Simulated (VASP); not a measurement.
# InAs (F-43m) in VASP: settings compared, part 2 of 2

VASP 6.6.1. The steps go on from the part before.

## Step 3: Single point, HSE(alpha, omega)

Contents of POSCAR:

```
InAs
1.0
    0.0000000000      3.0180000000      3.0180000000
    3.0180000000      0.0000000000      3.0180000000
    3.0180000000      3.0180000000      0.0000000000
In As
1 1
Direct
    0.0000000000      0.0000000000      0.0000000000
    0.7500000000      0.7500000000      0.7500000000
```

Contents of INCAR.step1:

```
SYSTEM = InAs
ALGO     = Normal         ! electronic algorithm
EDIFF    = 1E-5           ! SCF threshold, eV
ENCUT    = 520            ! plane-wave cutoff, eV
GGA      = PE             ! functional
ISIF     = 2              ! what is computed and relaxed
ISMEAR   = -1             ! smearing method
LASPH    = .TRUE.         ! aspherical terms in the spheres
LCHARG   = .FALSE.        ! write CHGCAR
LREAL    = .FALSE.        ! projectors in reciprocal space
LWAVE    = .TRUE.         ! write WAVECAR
NELM     = 80             ! most SCF steps
PREC     = Accurate       ! precision mode
SIGMA    = 0.05           ! smearing width, eV
```

Contents of INCAR.step2:

```
SYSTEM = InAs
AEXX     = 0.25           ! exact-exchange fraction
ALGO     = Normal         ! electronic algorithm
EDIFF    = 1E-6           ! SCF threshold, eV
ENCUT    = 520            ! plane-wave cutoff, eV
GGA      = PE             ! functional
HFSCREEN = 0.4            ! screening, 1/A
ISIF     = 2              ! what is computed and relaxed
ISMEAR   = -1             ! smearing method
ISTART   = 1            
LASPH    = .TRUE.         ! aspherical terms in the spheres
LCHARG   = .FALSE.        ! write CHGCAR
LHFCALC  = .TRUE.         ! exact exchange
LREAL    = .FALSE.        ! projectors in reciprocal space
LWAVE    = .FALSE.        ! write WAVECAR
NELM     = 80             ! most SCF steps
PREC     = Accurate       ! precision mode
PRECFOCK = Fast         
SIGMA    = 0.05           ! smearing width, eV
```

Contents of KPOINTS:

```
k-points
0
G
  4 4 4
  0 0 0
```

Potentials or basis: VASP PAW PBE potentials, release 64 (In_d, As).

Started as:

```sh
$ cat potpaw_PBE.64/In_d/POTCAR potpaw_PBE.64/As/POTCAR > POTCAR
$ cp INCAR.step1 INCAR
$ mpirun -np 1 vasp_std > vasp.out
$ cp INCAR.step2 INCAR
$ mpirun -np 1 vasp_std > vasp.out
```

Wall time 2.3 min (1 thread of Intel Xeon Platinum 8488C (Sapphire Rapids), shared host); peak memory 0.28 GiB.

The run converged. Its results:

| Property | Result |
| --- | --- |
| Free energy | -8.5345 eV |
| Pressure | 2.9 GPa |
| Band gap on the k mesh | 0.32 eV, direct |

Levels at points of the mesh, in eV from the valence-band top:
| k point | band 7 | band 8 | band 9 | band 10 | band 11 | band 12 |
| --- | --- | --- | --- | --- | --- | --- |
| (0.00, 0.00, 0.00) | 0.00 | 0.00 | 0.00 | 0.32 | 4.35 | 4.35 |
| (0.50, 0.00, 0.00) | -6.09 | -1.05 | -1.05 | 1.40 | 5.12 | 5.12 |
| (0.50, 0.50, 0.00) | -6.16 | -2.46 | -2.46 | 1.85 | 2.44 | 9.95 |

Caveat: the k mesh is coarse (spacing up to 0.45 Å⁻¹), so the values aren't converged, least of all with exact exchange; the PAW data sets were made with another functional, which shifts forces and pressure a little; spin-orbit coupling is left out, which moves the levels of the heavy elements.

## Step 4: Single point, HSE(alpha, omega)

POSCAR is that of step 3.

INCAR.step1 is that of step 3.

Edit INCAR.step2 of step 3 so:

```diff
@@ -6,3 +6,3 @@
 GGA      = PE             ! functional
-HFSCREEN = 0.4            ! screening, 1/A
+HFSCREEN = 0.6            ! screening, 1/A
 ISIF     = 2              ! what is computed and relaxed
```

KPOINTS is that of step 3.

Potentials or basis: VASP PAW PBE potentials, release 64 (In_d, As).

Started as:

```sh
$ cat potpaw_PBE.64/In_d/POTCAR potpaw_PBE.64/As/POTCAR > POTCAR
$ cp INCAR.step1 INCAR
$ mpirun -np 1 vasp_std > vasp.out
$ cp INCAR.step2 INCAR
$ mpirun -np 1 vasp_std > vasp.out
```

OUTCAR:

```text
SYSTEM = InAs
   AEXX = 0.25
   EDIFF = 1E-6
   ENCUT = 520
   GGA = PE
   HFSCREEN = 0.6
   ISIF = 2
   ISMEAR = -1
   ISTART = 1
   LASPH = .TRUE.
   LHFCALC = .TRUE.
   LREAL = .FALSE.
   NELM = 80
   PREC = Accurate
   PRECFOCK = Fast

 ion  position               nearest neighbor table
   1  0.000  0.000  0.000-   2 2.61   2 2.61   2 2.61   2 2.61
   2  0.750  0.750  0.750-   1 2.61   1 2.61   1 2.61   1 2.61

  LATTYP: Found a face centered cubic cell.
 ALAT       =     6.0360000000

  Lattice vectors:

 A1 = (   0.0000000000,   3.0180000000,   3.0180000000)
 A2 = (   3.0180000000,   0.0000000000,   3.0180000000)
 A3 = (   3.0180000000,   3.0180000000,   0.0000000000)

Analysis of symmetry for initial positions (statically):
=====================================================================
 Subroutine PRICEL returns:
 Original cell was already a primitive cell.

 Routine SETGRP: Setting up the symmetry group for a
 face centered cubic supercell.

 Subroutine GETGRP returns: Found 24 space group operations
 (whereof 24 operations were pure point group operations)
 out of a pool of 48 trial point group operations.

The static configuration has the point symmetry T_d .

Analysis of symmetry for dynamics (positions and initial velocities):
=====================================================================
 Subroutine PRICEL returns:
 Original cell was already a primitive cell.

 Routine SETGRP: Setting up the symmetry group for a
 face centered cubic supercell.

 Subroutine GETGRP returns: Found 24 space group operations
 (whereof 24 operations were pure point group operations)
 out of a pool of 48 trial point group operations.

The dynamic configuration has the point symmetry T_d .

 Subroutine INISYM returns: Found 24 space group operations
 (whereof 24 operations are pure point group operations),
 and found     1 'primitive' translations

[... 111 lines left out ...]
   HFSCREENC=   0.6000 screening length for correlation (either q_TF or 0.3 A-1)
   ENCUTFOCK=  -1.0 apply spherical cutoff to Coloumb kernel
   IVDW    =     0    specifies the selected vdW correction
   LEPSILON=     F    determine dielectric tensor
   LRPA    =     F    only Hartree local field effects (RPA)
 non-spin polarized calculation
  energy-cutoff  :      520.00
  volume of cell :       54.98
 maximum number of plane-waves:      1480
  NGX = 18; NGY = 18; NGZ = 18

 number of electron      17.9999991 magnetization

 Free energy of the ion-electron system (eV)
  ---------------------------------------------------
  ext. energy  EPLUGINS =         0.00000000
  ---------------------------------------------------
  free energy    TOTEN  =        -8.16154660 eV

  energy without entropy =       -8.15893860  energy(sigma->0) =       -8.16024260

 E-fermi :   4.5388     XC(G=0):  -8.0721

 val. band max:        4.4339300885   @ k =   0.0000   0.0000   0.0000
 cond. band min:       4.5745555957   @ k =   0.0000   0.0000   0.0000
 fundamental gap:      0.1406255072
 Fermi energy:         4.5387598784

 k-point     1 :       0.0000    0.0000    0.0000
  band No.  band energies     occupation
      1     -11.2517      2.00000
      2     -11.2517      2.00000
      3     -11.2517      2.00000
      4     -11.1221      2.00000
      5     -11.1221      2.00000
      6      -8.0490      2.00000
      7       4.4339      1.78115
      8       4.4339      1.78115
      9       4.4339      1.78114
     10       4.5746      0.65659
     11       8.6010      0.00000
     12       8.6010      0.00000
     13       8.6010      0.00000
[... 98 lines left out ...]
  band No.  band energies     occupation
      1     -11.3945      2.00000
      2     -11.2022      2.00000
      3     -11.1772      2.00000
      4     -11.1373      2.00000
      5     -11.1133      2.00000
      6      -5.8934      2.00000
      7      -1.4341      2.00000
      8       1.3709      2.00000
      9       1.4663      2.00000
     10       8.9408      0.00000
     11       9.0219      0.00000
     12       9.7763      0.00000
     13      10.7663      0.00000

------------------------ aborting loop because EDIFF is reached ----------------------------------------

  FORCE on cell =-STRESS in cart. coord.  units (eV):
  Direction    XX          YY          ZZ          XY          YZ          ZX
  --------------------------------------------------------------------------------------
  -------------------------------------------------------------------------------------
  Total        1.2185706      1.2185706      1.2185706     -0.0000000      0.0000000     -0.0000000
  in kB       35.5118723     35.5118723     35.5118723     -0.0000000      0.0000000     -0.0000000
  external PRESSURE =      35.5118723 kB  Pullay stress =       0.0000000 kB

 VOLUME and BASIS-vectors are now :
 -----------------------------------------------------------------------------
  energy-cutoff  :      520.00
  volume of cell :       54.98
      direct lattice vectors                 reciprocal lattice vectors
     0.000000000  3.018000000  3.018000000    -0.165672631  0.165672631  0.165672631
     3.018000000  0.000000000  3.018000000     0.165672631 -0.165672631  0.165672631
     3.018000000  3.018000000  0.000000000     0.165672631  0.165672631 -0.165672631

 POSITION                                       TOTAL-FORCE (eV/Angst)
 -----------------------------------------------------------------------------------
      0.00000      0.00000      0.00000        -0.000000      0.000000      0.000000
      4.52700      4.52700      4.52700         0.000000     -0.000000     -0.000000
 -----------------------------------------------------------------------------------
    total drift:                               -0.000040     -0.000033     -0.000034

  FREE ENERGIE OF THE ION-ELECTRON SYSTEM (eV)
  ---------------------------------------------------
  free  energy   TOTEN  =        -8.1615466001 eV

  energy  without entropy=       -8.1589385976  energy(sigma->0) =       -8.16024260
```

Run time: 2.4 min. Hardware: 1 thread of Intel Xeon Platinum 8488C (Sapphire Rapids), shared host; peak memory 0.28 GiB.

Results:

```
Free energy            : -8.1615 eV
Pressure               : 3.6 GPa
Band gap on the k mesh : 0.14 eV, direct
```

Caveat: the k mesh is coarse (spacing up to 0.45 Å⁻¹), so the values aren't converged, least of all with exact exchange; the PAW data sets were made with another functional, which shifts forces and pressure a little; spin-orbit coupling is left out, which moves the levels of the heavy elements.

## Step 5: The reference run

An earlier run on the cell as given: functional PBE; potentials or basis VASP PAW PBE potentials, release 64 (In_d, As); cutoff 520 eV; k mesh 8 × 8 × 8; occupations fermi-dirac, width 0.05 eV; no spin polarisation.

- Pressure: 4.4 GPa
- Band gap on the k mesh: none (metal or under the smearing width)

## Step 6: Summary

| level | k mesh | screening parameter | grid for exact exchange (PRECFOCK) | mesh quality | gap on the mesh (eV) | pressure (GPa) |
| --- | --- | --- | --- | --- | --- | --- |
| HSE(alpha, omega) | 4 × 4 × 4 | 0.3 | Fast | coarse | 0.45 | 2.5 |
| HSE(alpha, omega) | 4 × 4 × 4 | 0.4 | Fast | coarse | 0.32 | 2.9 |
| HSE(alpha, omega) | 4 × 4 × 4 | 0.6 | Fast | coarse | 0.14 | 3.6 |
| PBE | 8 × 8 × 8 | - | - | not flagged | none | 4.4 |

Alike in all rows: task single point; potentials or basis VASP PAW PBE potentials, release 64 (In_d, As); no spin polarisation; cell as given; cutoff (eV) 520; smearing fermi-dirac 0.05 eV.

Caveats: some runs use coarse meshes; the PAW data sets were made with another functional, which shifts forces and pressure a little (some runs); spin-orbit coupling is left out, which moves the levels of the heavy elements (some runs); this crystal is a semiconductor, whose small gap the functional closes, so the metal is an error of the method (some runs).

Total energies depend on the potentials used, so only differences within one code and one set of settings carry meaning.
